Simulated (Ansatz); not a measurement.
Crystal: Na2S.

```
S Na
1.0
     0.00000    3.27350    3.27350
     3.27350    0.00000    3.27350
     3.27350    3.27350    0.00000
S Na
1 2
Cartesian
  0.0000 0.0000 0.0000
  4.9102 4.9102 4.9102
  1.6367 1.6367 1.6367
```

Base run:

```yaml
Program: Ansatz 0.2.0
Functional: HSE06 form with a typed share of exact exchange
Potentials_or_basis: Ansatz PAW
Cutoff: "420 eV (not typed: the program's choice for these potentials)"
k_mesh: 4 × 4 × 4
Occupations: fermi-dirac, width 0.05 eV
Spin: no spin polarisation
```

Its results: band gap on the k mesh 3.07 eV, direct; pressure -0.1 GPa.

The run is repeated on the same cell with these changes: share of exact exchange from 0.15 to 0.25. What comes out?

Band gap on the k mesh 3.49 eV, direct; pressure -0.3 GPa.

Caveats: the PAW data sets come from PBE, with cores solved anew for the run's functional, which leaves a small shift of forces and pressure; the thresholds are loose for stress.

